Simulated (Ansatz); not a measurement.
We consider α-phase Li₃N, described by PBEsol in Ansatz (PAW).

Numerical settings: plane-wave cutoff 520 eV, 12×12×10 k mesh (along the axes of the cell as run), Fermi–Dirac smearing 0.01 eV, scalar-relativistic PAW data made under PBE.

Energies at three volumes about the minimum:

```csv
V (Å³/atom),E − E_lowest (meV/atom)
10.614,0.76
10.830,0.00
11.047,0.72
```

Q: Fit a parabola by hand: where is the minimum, and what is the bulk modulus?

A: Slopes: (0.00 − 0.76)/(10.830 − 10.614) = -3.519 and (0.72 − 0.00)/(11.047 − 10.830) = 3.318 meV/Å³. Curvature E″ = 2 × (3.318 − (-3.519))/(11.047 − 10.614) = 31.580 meV/Å⁶. From the middle of the first interval, the slope vanishes at V0 = 10.7220 − (-3.519)/31.580 = 10.833 Å³/atom. B = V0 E″ = 10.833 × 31.580 meV/Å³ × 0.1602 GPa per meV/Å³ = 54.8 GPa. The full Birch–Murnaghan fit to all volumes gives V0 = 10.830 Å³/atom and B0 = 54.6 GPa.

Shape and atoms are relaxed at each volume.

Ansatz is a program for electronic structure.
